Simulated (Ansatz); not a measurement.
Set up this calculation in Ansatz 0.2.0, as the native input.

- Task: single point
- Functional: RPBE
- Potentials or basis: Ansatz PAW
- Cutoff: 420 eV (not typed: the program's choice for these potentials)
- k mesh: 7 × 7 × 7
- Occupations: gaussian, width 0.1 eV
- Spin: no spin polarisation

Crystal: TePb.

```
Pb Te
1.0
     0.00000    3.23100    3.23100
     3.23100    0.00000    3.23100
     3.23100    3.23100    0.00000
Pb Te
1 1
Direct
  0.00000 0.00000 0.00000
  0.50000 0.50000 0.50000
```

These files were run (other wordings do the same):

input.yaml

```yaml
crystal:
  lattice:
    - [0.0, 3.231, 3.231]
    - [3.231, 0.0, 3.231]
    - [3.231, 3.231, 0.0]
  atoms:
    - { symbol: Pb, position: [0.0, 0.0, 0.0] }
    - { symbol: Te, position: [0.5, 0.5, 0.5] }
hamiltonian:
  xc: rpbe
  pseudopotentials: { kind: paw }
kpoints:
  mp_grid: { grid: [7, 7, 7] }
scf:
  occupations: { method: gaussian, width: 0.1 }
output:
  forces: true
  stress: true
  eigenvalues: true
```

Potentials or basis: Ansatz PAW.

The run is started by

```bash
$ ansatz run input.yaml --threads 2 --pin off --max-ram 5632MiB --backend cpu --events-out ev --progress --plain --runs-dir out
```

Results of the run:

```yaml
Pressure: 3.6 GPa
```

Caveat: this odd mesh misses L, where the gap lies, so gap, dielectric constants and Born charges aren't listed; the PAW data sets come from PBE, with cores solved anew for the run's functional, which leaves a small shift of forces and pressure.

Run time: 0.72 s on 2 threads of AMD EPYC 9R14 (Zen 4) (shared host), peak memory 0.4 GiB.
